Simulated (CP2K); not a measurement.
## PbO2 under changes of volume

One of the cells (13.151 Å³/atom); the others are scaled copies at fixed shape and fractional positions:

```
CELL_PARAMETERS angstrom
3.82119 0.00000 0.00000
1.91060 3.30925 0.00000
1.91060 1.10308 3.11999
ATOMIC_POSITIONS crystal
Pb 0.00000 0.00000 0.00000
O 0.75000 0.75000 0.75000
O 0.25000 0.25000 0.25000
```

The cell comes from a database or a generator and needn't be the stable form of this composition.

```yaml
Program: CP2K 2026.2
Functional: PBE
Potentials_or_basis: POTENTIAL_UZH Pb GTH-PBE-q4, O GTH-PBE-q6; TZVP-MOLOPT-PBE-GTH basis
Density_cutoff: 8163 eV
k_mesh: 9 × 9 × 9
Occupations: fermi-dirac, width 0.05 eV
Spin: no spin polarisation
```

```tsv
volume (Å³/atom)	energy over the lowest point (meV/atom)	pressure (GPa)
12.362	?	?
12.625	27.04	10.5
12.888	12.81	7.0
13.151	3.96	3.9
13.414	0.00	1.0
13.677	0.42	-1.5
13.940	4.75	-3.7
```

What does the run at 12.362 Å³/atom give?

Energy over the lowest point 47.17 meV/atom; pressure 14.3 GPa.

Worked out: A Birch-Murnaghan fit of order 3 (a polynomial in V^(-2/3)) to the other rows has its minimum at 13.52 Å³/atom with B0 = V·E''(V) = 131 GPa and B' = 4.4. It gives 47.31 meV/atom at 12.362 Å³/atom, against the run's 47.17, and -dE/dV = 14.3 GPa, against 14.3.

Energies are extrapolated to zero smearing.

Caveats: the basis of atomic orbitals isn't converged, which shifts pressures, moduli and gaps.
